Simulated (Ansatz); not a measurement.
# AlN (F-43m) in Ansatz: further runs

The runs below take AlN through single point, equation of state, with BLYP.

Everything below comes from runs of Ansatz 0.2.0. Logs are shortened: lines on timing, memory, paths and dates and some standing lists are left out, and cuts for length are marked.

## (1) The structure

Symmetry: F-43m, No. 216, cubic system. Conventional cell: a = 4.368 Å, b = 4.368 Å, c = 4.368 Å, α = 90.00°, β = 90.00°, γ = 90.00°. Around Al (site symmetry -43m) lie 4 N at 1.89 Å. N (site symmetry -43m) is surrounded by 4 Al at 1.89 Å.

Measurements of this composition are mostly on another form, of space group No. 186.

## (2) Single point, BLYP, 9.79 Å³/atom (volume scaled by 0.94)

The input, input.yaml:

```yaml
crystal:
  lattice:
    - [0.0, 2.1394097525, 2.1394097525]
    - [2.1394097525, 0.0, 2.1394097525]
    - [2.1394097525, 2.1394097525, 0.0]
  atoms:
    - { symbol: Al, position: [0.0, 0.0, 0.0] }
    - { symbol: "N", position: [0.25, 0.25, 0.25] }
hamiltonian:
  xc: blyp
  pseudopotentials: { kind: paw }
kpoints:
  mp_grid: { grid: [10, 10, 10] }
scf:
  occupations: { method: fermi_dirac, width: 0.05 }
output:
  forces: true
  stress: true
  eigenvalues: true
```

Potentials or basis: Ansatz PAW.

On the command line:

```sh
$ ansatz run input.yaml --threads 2 --pin off --max-ram 5120MiB --backend cpu --events-out ev --progress --plain --runs-dir out
```

Standard output:

```text
Warning: RAYON_NUM_THREADS=2 ignored (pool sized by the plan → 2); use --threads N
Engine: ansatz 0.2.0, aarch64-unknown-linux-gnu
Pseudopotentials: kind: paw
Pseudopotential: Al, paw, valence charge 3, recommended cutoff 420 eV (normal), Al.paw.azcp
Pseudopotential: N, paw, valence charge 5, recommended cutoff 420 eV (normal), N.paw.azcp
Functional definition: BLYP
  parameter beta = 0.0042
  parameter a = 0.04918
  parameter b = 0.132
  parameter c = 0.2533
  parameter d = 0.349
  exchange = b88_x(beta = beta)
  correlation = lyp_c(a = a, b = b, c = c, d = d)
Crystal: 2 atoms, lattice volume = 19.584 Å³
Basis set: ecut = 420 eV, 387 PW (Γ), exchange–correlation on 48×48×48 points (8 copies of the dense FFT grid, shifted against one another)
Bands: 8, of which v1, the nominal top of the filled ones, is band 4 counted from 1 (3 counted from 0)
Symmetry: 24 space group operations
Space group: F-43m (ITA 216), of the structure as read, at distance tolerance 2.7e-5 Å
k-points: 47 of 1000 (time reversal used)
Non-local potential: Al, projectors of the file, l = 0: 2, l = 1: 2, l = 2: 1
Non-local potential: N, projectors of the file, l = 0: 2, l = 1: 2, l = 2: 1
PAW form: soft (Blöchl's): semilocal exchange-correlation on the pseudo side does not see the compensation charge
PAW frozen core: Al, regenerated for the run's functional, and the local potential with it (the file was generated under x = pbe(κ = 0.804, μ = 0.2195149727645171), c = pbe(β = 0.06672455060314922))
PAW frozen core: N, regenerated for the run's functional, and the local potential with it (the file was generated under x = pbe(κ = 0.804, μ = 0.2195149727645171), c = pbe(β = 0.06672455060314922))
PAW one-centre angular grid: Al, 110 points (default); XC on 64 Gauss nodes
PAW one-centre angular grid: N, 110 points (default); XC on 64 Gauss nodes
Initial density: superposition of atomic densities (neutral atoms: chi_scale 0, normalization atom), corrected by the library's trained network
Initial wavefunctions: pseudopotential atomic-orbital guess
Functional: x = b88, c = lyp
SCF iter   1: F=—  HF=-928.973611 eV  |F-HF|=—  |Δ(HF+E_count)|=         —  Δρ=2.01e-2  dr2=7.12e-2  ethr=1.77e-3  ⟨swp⟩=4.8  Hψ=2769  notcnv=0
preconditioner: auto → none  [insulator: Δε(μ)=3.980 eV  Ē_g=16.253 eV  σ=0.050 eV  W_gap=1.00  n_scr=0 (ndim 8)  ℏωp=23.7 eV  f_vac=0.000  D(μ)=0.00/eV (n_scr^D=0)  ε∞_Penn≈3.1]
SCF iter   2: F=—  HF=-928.954513 eV  |F-HF|=—  |Δ(HF+E_count)|=   1.91e-2  Δρ=7.06e-3  dr2=8.58e-3  ethr=8.90e-4  ⟨swp⟩=2.8  Hψ=1088  notcnv=0
SCF iter   3: F=—  HF=-928.951844 eV  |F-HF|=—  |Δ(HF+E_count)|=   2.67e-3  Δρ=1.08e-3  dr2=1.95e-4  ethr=1.07e-4  ⟨swp⟩=2.4  Hψ=683  notcnv=0
SCF iter   4: F=—  HF=-928.951850 eV  |F-HF|=—  |Δ(HF+E_count)|=   5.56e-6  Δρ=8.84e-5  dr2=7.19e-7  ethr=2.43e-6  ⟨swp⟩=2.8  Hψ=584  notcnv=0
SCF iter   5: F=—  HF=-928.951860 eV  |F-HF|=—  |Δ(HF+E_count)|=   1.00e-5  Δρ=1.48e-5  dr2=2.40e-8  ethr=8.99e-9  ⟨swp⟩=2.7  Hψ=586  notcnv=0
SCF iter   6: F=-928.951860 eV  HF=-928.951860 eV  |F-HF|=1.02e-10  |Δ(HF+E_count)|=   5.89e-8  Δρ=6.37e-7  dr2=4.26e-11  ethr=3.00e-10  ⟨swp⟩=1.8  Hψ=1242  notcnv=0
SCF 1 converged in 6 iterations: F = -928.951860 eV  dr2 = 4.26e-11
SCF converged after 6 iterations
Free energy (F): -928.951860 eV
Harris-Foulkes:  -928.951860 eV  (|F-HF|=1.02e-10)
Internal energy: -928.951860 eV  (E = F + TS)
E sigma→0 (E₀):  -928.951860 eV
Fermi energy:    9.936085 eV
--- Per-component energies (eV) ---
  E_band       = 23.408490
  E_kinetic    = 163.456642
  E_local      = -220.655271  (includes V_loc(G=0)·N_el)
  E_nonlocal   = 57.386844
  E_hartree    = 77.379199
  E_xc         = -101.156304
  E_vxc        = -106.952004  (∫ρ·V_xc dr)
  E_paw        = -602.592911  (= ΣΔE_a)
  E_vpaw       = -24.586174  (= ΣTr[D̂ρ^β])
  E_aug_tail   = 0.000096  (compensation charges beyond the density's cutoff)
  E_ewald      = -302.784566
  E_core_change = 0.014411  (= ΣΔE_core)
  E_smearing   = -0.000000  (= −TS)
  E_closure    = 0.000000  (closes the sum)
  Σ components = -928.951860   (vs F -928.951860, Δ=0.00e0)
--- Forces (eV/Å), atoms counted from 1 ---
  atom   1  Al     0.00000000    -0.00000000    -0.00000000
  atom   2  N     -0.00000000     0.00000000    -0.00000000
  max |Σ_I F_I| component: 2.31e-16 eV/Å
--- Stress (GPa, compression-positive) ---
       22.703996       0.000000      -0.000000
        0.000000      22.703996       0.000000
       -0.000000       0.000000      22.703996
  P = ⅓ Tr σ = 22.7040 GPa (227.040 kbar)
--- Band table (eV; the first three rows and the last of 47) ---
  k-point 0: bands = ["-7.1979", "8.0240", "8.0240", "8.0240", "13.0856", "21.3029", "21.3029", "21.3029"]
  k-point 1: bands = ["-7.0427", "7.2478", "7.9736", "7.9736", "13.7027", "20.9249", "21.4400", "21.4400"]
  k-point 2: bands = ["-6.6003", "5.6371", "7.8461", "7.8461", "14.8019", "20.1368", "21.3196", "21.3196"]
  k-point 46: bands = ["-4.2629", "3.8896", "4.8680", "5.3863", "14.1718", "19.5214", "21.1729", "21.5178"]
```

Run time: 0.53 s. Hardware: 2 threads of Arm Neoverse V2, shared host; peak memory 0.26 GiB.

What came out:

| Item | Value |
| --- | --- |
| Free energy | -928.9519 eV |
| Pressure | 22.7 GPa |
| Band gap on the k mesh | 3.73 eV, indirect (least direct gap 5.06 eV) |

Caveat: the pressure holds a Pulay correction of +0.6 GPa for the finite cutoff; the PAW data sets come from PBE, with cores solved anew for the run's functional, which leaves a small shift of forces and pressure.

## (3) Single point, BLYP, 10.00 Å³/atom (volume scaled by 0.96)

Changes to input.yaml since step 2:

```diff
@@ -2,5 +2,5 @@
   lattice:
-    - [0.0, 2.1394097525, 2.1394097525]
-    - [2.1394097525, 0.0, 2.1394097525]
-    - [2.1394097525, 2.1394097525, 0.0]
+    - [0.0, 2.1544765148, 2.1544765148]
+    - [2.1544765148, 0.0, 2.1544765148]
+    - [2.1544765148, 2.1544765148, 0.0]
   atoms:
```

Potentials or basis: Ansatz PAW.

On the command line:

```sh
$ ansatz run input.yaml --threads 2 --pin off --max-ram 5120MiB --backend cpu --events-out ev --progress --plain --runs-dir out
```

Wall time 0.53 s (2 threads of Arm Neoverse V2, shared host); peak memory 0.26 GiB.

It converged, with:

```yaml
Free_energy: -929.0036 eV
Pressure: 17.2 GPa
Band_gap_on_the_k_mesh: 3.71 eV, indirect (least direct gap 4.86 eV)
```

Caveat: the pressure holds a Pulay correction of +0.6 GPa for the finite cutoff; the PAW data sets come from PBE, with cores solved anew for the run's functional, which leaves a small shift of forces and pressure.

## (4) Single point, BLYP, 10.21 Å³/atom (volume scaled by 0.98)

Changes to input.yaml since step 3:

```diff
@@ -2,5 +2,5 @@
   lattice:
-    - [0.0, 2.1544765148, 2.1544765148]
-    - [2.1544765148, 0.0, 2.1544765148]
-    - [2.1544765148, 2.1544765148, 0.0]
+    - [0.0, 2.169335443, 2.169335443]
+    - [2.169335443, 0.0, 2.169335443]
+    - [2.169335443, 2.169335443, 0.0]
   atoms:
```

On the command line:

```sh
$ ansatz run input.yaml --threads 2 --pin off --max-ram 5120MiB --backend cpu --events-out ev --progress --plain --runs-dir out
```

Wall time 0.54 s (2 threads of Arm Neoverse V2, shared host); peak memory 0.26 GiB.

Results (log left out):

| Property | Result |
| --- | --- |
| Free energy | -929.0420 eV |
| Pressure | 12.3 GPa |
| Band gap on the k mesh | 3.70 eV, indirect (least direct gap 4.67 eV) |

Caveat: the pressure holds a Pulay correction of +0.6 GPa for the finite cutoff; the PAW data sets come from PBE, with cores solved anew for the run's functional, which leaves a small shift of forces and pressure.

## (5) Single point, BLYP, 10.42 Å³/atom

Changes to input.yaml since step 4:

```diff
@@ -2,5 +2,5 @@
   lattice:
-    - [0.0, 2.169335443, 2.169335443]
-    - [2.169335443, 0.0, 2.169335443]
-    - [2.169335443, 2.169335443, 0.0]
+    - [0.0, 2.1839935596, 2.1839935596]
+    - [2.1839935596, 0.0, 2.1839935596]
+    - [2.1839935596, 2.1839935596, 0.0]
   atoms:
@@ -19 +19,5 @@
   eigenvalues: true
+  write_density: true
+  write_potential: true
+  elf: true
+  volumetric_format: npy
```

On the command line:

```sh
$ ansatz run input.yaml --threads 2 --pin off --max-ram 5120MiB --backend cpu --events-out ev --progress --plain --runs-dir out
```

Run time: 0.69 s. Hardware: 2 threads of Arm Neoverse V2, shared host; peak memory 0.27 GiB.

Results (log left out):

| Property | Result |
| --- | --- |
| Free energy | -929.0679 eV |
| Pressure | 7.8 GPa |
| Band gap on the k mesh | 3.69 eV, indirect (least direct gap 4.49 eV) |

Caveat: the pressure holds a Pulay correction of +0.6 GPa for the finite cutoff; the PAW data sets come from PBE, with cores solved anew for the run's functional, which leaves a small shift of forces and pressure.

## (6) Single point, BLYP, 10.63 Å³/atom (volume scaled by 1.02)

The input, input.yaml:

```yaml
crystal:
  lattice:
    - [0.0, 2.1984575146, 2.1984575146]
    - [2.1984575146, 0.0, 2.1984575146]
    - [2.1984575146, 2.1984575146, 0.0]
  atoms:
    - { symbol: Al, position: [0.0, 0.0, 0.0] }
    - { symbol: "N", position: [0.25, 0.25, 0.25] }
hamiltonian:
  xc: blyp
  pseudopotentials: { kind: paw }
kpoints:
  mp_grid: { grid: [10, 10, 10] }
scf:
  occupations: { method: fermi_dirac, width: 0.05 }
output:
  forces: true
  stress: true
  eigenvalues: true
```

Potentials or basis: Ansatz PAW.

On the command line:

```sh
$ ansatz run input.yaml --threads 2 --pin off --max-ram 5120MiB --backend cpu --events-out ev --progress --plain --runs-dir out
```

Run time: 0.55 s. Hardware: 2 threads of Arm Neoverse V2, shared host; peak memory 0.26 GiB.

The run converged. Its results:

* Free energy: -929.0827 eV
* Pressure: 3.7 GPa
* Band gap on the k mesh: 3.67 eV, indirect (least direct gap 4.31 eV)

Caveat: the pressure holds a Pulay correction of +0.6 GPa for the finite cutoff; the PAW data sets come from PBE, with cores solved anew for the run's functional, which leaves a small shift of forces and pressure.

## (7) Single point, BLYP, 10.83 Å³/atom (volume scaled by 1.04)

Changes to input.yaml since step 6:

```diff
@@ -2,5 +2,5 @@
   lattice:
-    - [0.0, 2.1984575146, 2.1984575146]
-    - [2.1984575146, 0.0, 2.1984575146]
-    - [2.1984575146, 2.1984575146, 0.0]
+    - [0.0, 2.2127336128, 2.2127336128]
+    - [2.2127336128, 0.0, 2.2127336128]
+    - [2.2127336128, 2.2127336128, 0.0]
   atoms:
@@ -19 +19,5 @@
   eigenvalues: true
+  write_density: true
+  write_potential: true
+  elf: true
+  volumetric_format: npy
```

On the command line:

```sh
$ ansatz run input.yaml --threads 2 --pin off --max-ram 5120MiB --backend cpu --events-out ev --progress --plain --runs-dir out
```

Run time: 0.7 s. Hardware: 2 threads of Arm Neoverse V2, shared host; peak memory 0.27 GiB.

The run converged. Its results:

```
Free energy            : -929.0873 eV
Pressure               : -0.1 GPa
Band gap on the k mesh : 3.66 eV, indirect (least direct gap 4.13 eV)
```

Caveat: the pressure holds a Pulay correction of +0.6 GPa for the finite cutoff; the PAW data sets come from PBE, with cores solved anew for the run's functional, which leaves a small shift of forces and pressure.

## (8) Single point, BLYP, 11.04 Å³/atom (volume scaled by 1.06)

The input, input.yaml:

```yaml
crystal:
  lattice:
    - [0.0, 2.2268278375, 2.2268278375]
    - [2.2268278375, 0.0, 2.2268278375]
    - [2.2268278375, 2.2268278375, 0.0]
  atoms:
    - { symbol: Al, position: [0.0, 0.0, 0.0] }
    - { symbol: "N", position: [0.25, 0.25, 0.25] }
hamiltonian:
  xc: blyp
  pseudopotentials: { kind: paw }
kpoints:
  mp_grid: { grid: [10, 10, 10] }
scf:
  occupations: { method: fermi_dirac, width: 0.05 }
output:
  forces: true
  stress: true
  eigenvalues: true
```

On the command line:

```sh
$ ansatz run input.yaml --threads 2 --pin off --max-ram 5120MiB --backend cpu --events-out ev --progress --plain --runs-dir out
```

It took 0.55 s on 2 threads of Arm Neoverse V2, shared host; peak memory 0.26 GiB.

Results (log left out):

```
Free energy            : -929.0826 eV
Pressure               : -3.4 GPa
Band gap on the k mesh : 3.65 eV, indirect (least direct gap 3.97 eV)
```

Caveat: the pressure holds a Pulay correction of +0.6 GPa for the finite cutoff; the PAW data sets come from PBE, with cores solved anew for the run's functional, which leaves a small shift of forces and pressure.

## (9) Equation of state, BLYP

Potentials or basis: Ansatz PAW.

This step only gathers the single runs of the series.

Results:

```
Equilibrium volume                      : 10.83 Å³/atom
Bulk modulus                            : 186 GPa
Pressure derivative of the bulk modulus : 3.8
```

Energy against volume, from the lowest point:
| volume (Å³/atom) | energy (meV/atom) |
| --- | --- |
| 9.792 | 67.72 |
| 10.001 | 41.85 |
| 10.209 | 22.67 |
| 10.417 | 9.72 |
| 10.626 | 2.31 |
| 10.834 | 0.00 |
| 11.042 | 2.36 |

Caveat: the potentials were made for another functional, which shifts forces and pressure.
